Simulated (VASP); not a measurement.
Write the native input for VASP 6.6.1 that does the following.

| Item | Value |
| --- | --- |
| Task | relaxation of the atoms |
| Functional | PBEsol |
| Potentials or basis | VASP PAW PBE potentials, release 64 (Mo_sv) |
| Cutoff | 600 eV |
| k mesh | 16 × 16 × 16 |
| Occupations | methfessel-paxton, width 0.1 eV |
| Spin | no spin polarisation |
| Further INCAR settings | ALGO = Fast; EDIFF = 1e-07; IBRION = 2; EDIFFG = -0.01; NSW = 40 |

The structure of Mo lies in POSCAR:

```
Mo                                      
1.0
   -1.5653291281      1.5653291281      1.5653291281
    1.5653291281     -1.5653291281      1.5653291281
    1.5653291281      1.5653291281     -1.5653291281
  Mo            
     1
Direct
     0.0000000000000000    0.0000000000000000    0.0000000000000000
```

The input as run:

INCAR

```
SYSTEM = Mo
  ALGO = Fast
  EDIFF = 1E-7
  EDIFFG = -0.01
  ENCUT = 600
  GGA = PS
  IBRION = 2
  ISIF = 2
  ISMEAR = 1
  LASPH = .True.
  LCHARG = .False.
  LREAL = .False.
  LWAVE = .False.
  NELM = 80
  NSW = 40
  PREC = Accurate
  SIGMA = 0.1
```

KPOINTS

```
k-points
0
Gamma
  16 16 16
  0 0 0
```

Potentials or basis: VASP PAW PBE potentials, release 64 (Mo_sv).

The run is started by

```console
$ cat potpaw_PBE.64/Mo_sv/POTCAR > POTCAR
$ mpirun -np 1 vasp_std > vasp.out
```

Results of the run:

```json
{
  "Pressure after relaxing": "0.0 GPa",
  "Band gap on the k mesh": "none (metal or under the smearing width)"
}
```

Caveat: the relaxation stopped at its first step, so nothing moved; the PAW data sets were made with another functional, which shifts forces and pressure a little.

Run time: 9.9 s on 1 thread of Intel(R) Xeon(R) 6975P-C (Granite Rapids) (shared host), peak memory 0.16 GiB.
